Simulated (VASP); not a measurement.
# CoO (R-3m) in VASP: reference runs

Aim: a first look at CoO with PBE, on the cell as given and on a disturbed one.

Program: VASP 6.6.1. These are calculated values, not measurements. Logs are shortened: lines on timing, memory, paths and dates and some standing lists are left out, and cuts for length are marked.

## 1. Starting point

Symmetry: R-3m, No. 166, trigonal system. Conventional cell: a = 3.011 Å, b = 3.011 Å, c = 7.320 Å, α = 90.00°, β = 90.00°, γ = 120.00°. Around Co (site symmetry -3m) lie 6 O at 2.12 Å. O (site symmetry -3m) is surrounded by 6 Co at 2.12 Å.

The cell is a database's computed one.

## 2. Single point, PBE, collinear spin, ferromagnetic start

The input, INCAR:

```
  PREC = Accurate
  ENCUT = 520
  EDIFF = 1E-7
  ISMEAR = -1
  SIGMA = 0.05
  LREAL = False
  LASPH = True
  NELM = 100
  ALGO = Normal
  ISIF = 2
  LWAVE = False
  LCHARG = False
  ISPIN = 2
  MAGMOM = 2 0
  LORBIT = 11
  LMAXMIX = 4
  GGA = PE
  NBANDS = 18
```

The input, KPOINTS:

```
regular mesh
0
Gamma
  11 11 11
```

The input, POSCAR:

```
CoO
1.0
    1.5054695445      0.8691832468      2.4399269062
   -1.5054695445      0.8691832468      2.4399269062
    0.0000000000     -1.7383664936      2.4399269062
Co O
1 1
Direct
    0.0000000000      0.0000000000      0.0000000000
    0.5000000000      0.5000000000      0.5000000000
```

Potentials or basis: VASP PAW PBE potentials, release 64 (Co, O).

The run is started by

```
> cat potpaw_PBE.64/Co/POTCAR potpaw_PBE.64/O/POTCAR > POTCAR
> mpirun -np 1 vasp_std > vasp.out
```

OUTCAR:

```text
PREC = Accurate
   ENCUT = 520
   EDIFF = 1E-7
   ISMEAR = -1
   LREAL = False
   LASPH = True
   NELM = 100
   ISIF = 2
   ISPIN = 2
   LORBIT = 11
   GGA = PE

 ion  position               nearest neighbor table
   1  0.000  0.000  0.000-   2 2.12   2 2.12   2 2.12   2 2.12   2 2.12   2 2.12
   2  0.500  0.500  0.500-   1 2.12   1 2.12   1 2.12   1 2.12   1 2.12   1 2.12

  LATTYP: Found a trigonal (rhomboedric) cell.
 ALAT       =     2.9958573687
 COS(alpha) =     0.4949531368

  Lattice vectors:

 A1 = (   1.5054695445,   0.8691832468,   2.4399269062)
 A2 = (  -1.5054695445,   0.8691832468,   2.4399269062)
 A3 = (   0.0000000000,  -1.7383664936,   2.4399269062)

Analysis of symmetry for initial positions (statically):
=====================================================================
 Subroutine PRICEL returns:
 Original cell was already a primitive cell.

 Routine SETGRP: Setting up the symmetry group for a
 trigonal (rhombohedral) supercell.

 Subroutine GETGRP returns: Found 12 space group operations
 (whereof 12 operations were pure point group operations)
 out of a pool of 12 trial point group operations.

The static configuration has the point symmetry D_3d.

Analysis of symmetry for dynamics (positions and initial velocities):
=====================================================================
 Subroutine PRICEL returns:
 Original cell was already a primitive cell.

 Routine SETGRP: Setting up the symmetry group for a
 trigonal (rhombohedral) supercell.

 Subroutine GETGRP returns: Found 12 space group operations
 (whereof 12 operations were pure point group operations)
 out of a pool of 12 trial point group operations.

The dynamic configuration has the point symmetry D_3d.

Analysis of structural, dynamic, and magnetic symmetry:
=====================================================================
 Subroutine PRICEL returns:
 Original cell was already a primitive cell.

 Routine SETGRP: Setting up the symmetry group for a
 trigonal (rhombohedral) supercell.

 Subroutine GETGRP returns: Found 12 space group operations
 (whereof 12 operations were pure point group operations)
 out of a pool of 12 trial point group operations.

The overall configuration has the point symmetry D_3d.

 Subroutine INISYM returns: Found 12 space group operations
 (whereof 12 operations are pure point group operations),
 and found     1 'primitive' translations

----------------------------------------------------------------------------------------

                                     Primitive cell

  volume of cell :      19.1563

  direct lattice vectors                    reciprocal lattice vectors
     1.505469544  0.869183247  2.439926906     0.332122295  0.191750896  0.136616114
    -1.505469544  0.869183247  2.439926906    -0.332122295  0.191750896  0.136616114
     0.000000000 -1.738366494  2.439926906     0.000000000 -0.383501793  0.136616114

  length of vectors
     2.995857369  2.995857369  2.995857369     0.407108816  0.407108816  0.407108816

  position of ions in fractional coordinates (direct lattice)
     0.000000000  0.000000000  0.000000000
     0.500000000  0.500000000  0.500000000

  ion indices of the primitive-cell ions
   primitive index   ion index
                 1           1
                 2           2

----------------------------------------------------------------------------------------

 KPOINTS: regular mesh

Automatic generation of k-mesh.
 Grid dimensions read from file:
 generate k-points for:   11   11   11

 Generating k-lattice:

  Cartesian coordinates                     Fractional coordinates (reciprocal lattice)
     0.030192936  0.017431900  0.012419647     0.090909091  0.000000000  0.000000000
    -0.030192936  0.017431900  0.012419647     0.000000000  0.090909091  0.000000000
     0.000000000 -0.034863799  0.012419647     0.000000000  0.000000000  0.090909091

  Length of vectors
     0.037009892  0.037009892  0.037009892

  Shift w.r.t. Gamma in fractional coordinates (k-lattice)
     0.000000000  0.000000000  0.000000000

 Subroutine IBZKPT returns following result:
 ===========================================

 Found    146 irreducible k-points:

 Following reciprocal coordinates:
            Coordinates               Weight
  0.000000  0.000000  0.000000      1.000000
  0.090909  0.000000  0.000000      6.000000
  0.181818  0.000000  0.000000      6.000000
  0.272727 -0.000000  0.000000      6.000000
  0.363636 -0.000000 -0.000000      6.000000
  0.454545  0.000000 -0.000000      6.000000
[... 42 lines left out ...]
  0.363636  0.181818  0.090909     12.000000
  0.454545  0.181818  0.090909     12.000000
 [... further k-points ...]
   k-points           NKPTS =    146   k-points in BZ     NKDIM =    146   number of bands    NBANDS=     18
   number of dos      NEDOS =    301   number of ions     NIONS =      2
   total plane-waves  NPLWV =  13824
   dimension x,y,z NGX =    24 NGY =   24 NGZ =   24
   dimension x,y,z NGXF=    48 NGYF=   48 NGZF=   48
   ions per type =               1   1
   NGX,Y,Z   is equivalent  to a cutoff of  13.32, 13.32, 13.32 a.u.
   NGXF,Y,Z  is equivalent  to a cutoff of  26.64, 26.64, 26.64 a.u.
 SYSTEM =  unknown system
   PREC   = accura    normal or accurate (medium, high low for compatibility)
   ISTART =      0    job   : 0-new  1-cont  2-samecut
   ICHARG =      2    charge: 1-file 2-atom 10-const
   ISPIN  =      2    spin polarized calculation?
   LNONCOLLINEAR =      F non collinear calculations
   LSORBIT =      F    spin-orbit coupling
   LASPH  =      T    aspherical Exc in radial PAW
   ENCUT  =  520.0 eV  38.22 Ry    6.18 a.u.   5.57  5.57  5.57*2*pi/ulx,y,z
   NELM   =    100;   NELMIN=  2; NELMDL= -5     # of ELM steps
   EDIFF  = 0.1E-06   stopping-criterion for ELM
   LREAL  =      F    real-space projection
   EDIFFG = 0.1E-05   stopping-criterion for IOM
   NSW    =      0    number of steps for IOM
   IBRION =     -1    ionic relax: 0-MD 1-quasi-New 2-CG
   NFREE  =      0    steps in history (QN), initial steepest desc. (CG)
   ISIF   =      2    stress and relaxation
   ISYM   =      2    0-nonsym 1-usesym 2-fastsym
   POTIM  = 0.5000    time-step for ionic-motion
   TEBEG  =    0.0;   TEEND  =   0.0 temperature during run
   PSTRESS=    0.0 pullay stress
   NELECT =      15.0000    total number of electrons
   NUPDOWN=      -1.0000    fix difference up-down
   EMIN   =  10.00;   EMAX   =-10.00  energy-range for DOS
   EFERMI =   0.00;   METHOD = LEGACY
   ISMEAR =    -1;   SIGMA  =   0.05  broadening in eV -4-tet -1-fermi 0-gaus
   EFERMI_NEDOS =   21; number of points for ismear=-14 and -15
   IALGO  =     38    algorithm
   IMIX   =      4    mixing-type and parameters
     AMIX     =   0.40;   BMIX     =  1.00
     AMIX_MAG =   1.60;   BMIX_MAG =  1.00
  volume/ion in A,a.u.               =       9.58        64.64
  Fermi-wavevector in a.u.,A,eV,Ry     =   1.508927  2.851458 30.978555  2.276860
  Thomas-Fermi vector in A             =   2.619316
   LORBIT       =     11    0 simple, 1 ext, 2 COOP (PROOUT), +10 PAW based schemes
   GGA     = PE    functional components
   LHFCALC =     F    Hartree Fock is set to
   AEXX    =    0.0000 exact exchange contribution
   IVDW    =     0    specifies the selected vdW correction
   LEPSILON=     F    determine dielectric tensor
   LRPA    =     F    only Hartree local field effects (RPA)
 spin polarized calculation
  energy-cutoff  :      520.00
  volume of cell :       19.16
 maximum number of plane-waves:       532
   NGX = 11   NGY = 11   NGZ = 11

 number of electron      15.0000005 magnetization       2.8743206

 Free energy of the ion-electron system (eV)
  ---------------------------------------------------
  ext. energy  EPLUGINS =         0.00000000
  ---------------------------------------------------
  free energy    TOTEN  =       -13.06423078 eV

  energy without entropy =      -13.02985613  energy(sigma->0) =      -13.04704345

 E-fermi :   8.0255     XC(G=0): -12.4586

 val. band max:        8.0163857752   @ k =  -0.2727   0.1818   0.0000
 cond. band min:       8.0270878824   @ k =   0.4545   0.2727   0.1818
 fundamental gap:      0.0107021071
 Fermi energy:         8.0255153882

 spin component 1

 k-point     1 :       0.0000    0.0000    0.0000
  band No.  band energies     occupation
      1     -12.2399      1.00000
      2       4.7753      1.00000
      3       4.7753      1.00000
      4       4.8612      1.00000
      5       4.8612      1.00000
      6       4.9096      1.00000
[... 10 lines left out ...]
     17      29.7493      0.00000
     18      33.0787      0.00000
[... 799 lines left out ...]
 k-point    40 :       0.3636    0.0909    0.0909
  band No.  band energies     occupation
      1     -11.4131      1.00000
      2       1.0569      1.00000
      3       2.3379      1.00000
      4       2.6995      1.00000
      5       5.3704      1.00000
      6       5.4364      1.00000
[... 10 lines left out ...]
     17      36.0865      0.00000
     18      36.9956      0.00000

 [... further k-points ...]

 spin component 2

 k-point     1 :       0.0000    0.0000    0.0000
  band No.  band energies     occupation
      1     -11.7516      1.00000
      2       5.4044      1.00000
      3       5.4044      1.00000
      4       5.4576      1.00000
      5       6.9047      1.00000
      6       6.9047      1.00000
[... 10 lines left out ...]
     17      30.7047      0.00000
     18      33.8938      0.00000
[... 799 lines left out ...]
 k-point    40 :       0.3636    0.0909    0.0909
  band No.  band energies     occupation
      1     -10.9003      1.00000
      2       1.6810      1.00000
      3       3.7289      1.00000
      4       3.8230      1.00000
      5       7.4457      0.99999
      6       7.6208      0.99969
[... 10 lines left out ...]
     17      36.5168      0.00000
     18      37.5863      0.00000

 [... further k-points ...]

------------------------ aborting loop because EDIFF is reached ----------------------------------------

  FORCE on cell =-STRESS in cart. coord.  units (eV):
  Direction    XX          YY          ZZ          XY          YZ          ZX
  --------------------------------------------------------------------------------------
  -------------------------------------------------------------------------------------
  Total       -0.0611807     -0.0611807     -0.1090130      0.0000000      0.0000000      0.0000000
  in kB       -5.1169796     -5.1169796     -9.1175392      0.0000000      0.0000000      0.0000000
  external PRESSURE =      -6.4504995 kB  Pullay stress =       0.0000000 kB

 VOLUME and BASIS-vectors are now :
 -----------------------------------------------------------------------------
  energy-cutoff  :      520.00
  volume of cell :       19.16
      direct lattice vectors                 reciprocal lattice vectors
     1.505469544  0.869183247  2.439926906     0.332122295  0.191750896  0.136616114
    -1.505469544  0.869183247  2.439926906    -0.332122295  0.191750896  0.136616114
     0.000000000 -1.738366494  2.439926906     0.000000000 -0.383501793  0.136616114

 POSITION                                       TOTAL-FORCE (eV/Angst)
 -----------------------------------------------------------------------------------
      0.00000      0.00000      0.00000         0.000000      0.000000     -0.000000
      0.00000      0.00000      3.65989        -0.000000     -0.000000      0.000000
 -----------------------------------------------------------------------------------
    total drift:                               -0.000000      0.000000     -0.000000

  FREE ENERGIE OF THE ION-ELECTRON SYSTEM (eV)
  ---------------------------------------------------
  free  energy   TOTEN  =       -13.0642307814 eV

  energy  without entropy=      -13.0298561285  energy(sigma->0) =      -13.04704345

 total charge

# of ion       s       p       d       tot
------------------------------------------
    1        0.296   0.362   7.151   7.809
    2        1.556   3.427   0.000   4.983
--------------------------------------------------
tot          1.852   3.788   7.151  12.792

 magnetization (x)

# of ion       s       p       d       tot
------------------------------------------
    1        0.021   0.018   2.497   2.536
    2        0.029   0.261   0.000   0.289
--------------------------------------------------
tot          0.049   0.278   2.497   2.825
```

Run time: 75 s. Hardware: 1 thread of AMD EPYC 9R45 (Zen 5), shared host; peak memory 0.17 GiB.

What came out:

```
Free energy                                           : -13.0642 eV
Pressure                                              : -0.6 GPa
Band gap on the k mesh                                : none (metal or under the smearing width)
Net moment                                            : 2.87 μB per cell
Site moments                                          : Co +2.54; O +0.29 μB
Valence electrons inside the program's atomic spheres : Co 7.81; O 4.98
```

Caveat: a cell with one magnetic atom can't hold antiferromagnetic order, which such compounds often take; semilocal functionals often make such compounds metallic where correlation or magnetic order opens a gap, which also shifts bond lengths.

## 3. Single point, PBE, collinear spin, ferromagnetic start (atoms moved at random, drawn with an rms of 0.05 Å)

The input, INCAR:

```
SYSTEM = CoO
  ALGO = Normal
  EDIFF = 1E-7
  ENCUT = 520
  GGA = PE
  ISIF = 2
  ISMEAR = -1
  ISPIN = 2
  LASPH = .True.
  LCHARG = .False.
  LMAXMIX = 4
  LORBIT = 11
  LREAL = .False.
  LWAVE = .False.
  MAGMOM = 2 0
  NBANDS = 18
  NELM = 100
  PREC = Accurate
  SIGMA = 0.05
```

The input, KPOINTS:

```
k-points
0
Gamma
  11 11 11
  0 0 0
```

The input, POSCAR:

```
CoO
1.0
    1.5054695445      0.8691832468      2.4399269062
   -1.5054695445      0.8691832468      2.4399269062
    0.0000000000     -1.7383664936      2.4399269062
Co O
1 1
Direct
   -0.0031710000      0.0001870000      0.0063720000
    0.4702160000      0.5156830000      0.5098730000
```

Potentials or basis: VASP PAW PBE potentials, release 64 (Co, O).

The run is started by

```
> cat potpaw_PBE.64/Co/POTCAR potpaw_PBE.64/O/POTCAR > POTCAR
> mpirun -np 1 vasp_std > vasp.out
```

Run time: 7.1 min. Hardware: 1 thread of AMD EPYC 9R45 (Zen 5), shared host; peak memory 0.39 GiB.

The run converged. Its results:

- Free energy: -13.0610 eV
- Pressure: -0.2 GPa
- Largest force: 0.098 eV/Å
- Band gap on the k mesh: none (metal or under the smearing width)
- Net moment: 2.88 μB per cell
- Site moments: Co +2.54; O +0.29 μB
- Valence electrons inside the program's atomic spheres: Co 7.81; O 4.98

Forces in eV/Å, atoms in the order of the input:
```
Co  -0.093 -0.019 -0.024
O    0.093  0.019  0.024
```

Stress tensor (GPa, compression positive):
```
-0.13 -0.19  0.01
-0.19 -0.17 -0.32
 0.01 -0.32 -0.38
```

Levels at points of the mesh, in eV from the Fermi level:
Spin up:
```
           k point  band 7  band 8  band 9  band 10  band 11  band 12
(0.00, 0.00, 0.00)   -2.84   -2.80   -2.78     1.04    16.85    18.13
```
Spin down:
```csv
k point,band 3,band 4,band 5,band 6,band 7,band 8,band 9,band 10
"(0.00, 0.00, 0.00)",-2.68,-2.63,-1.11,-1.07,-1.03,0.08,0.12,1.58
```

Caveat: a cell with one magnetic atom can't hold antiferromagnetic order, which such compounds often take; semilocal functionals often make such compounds metallic where correlation or magnetic order opens a gap, which also shifts bond lengths.
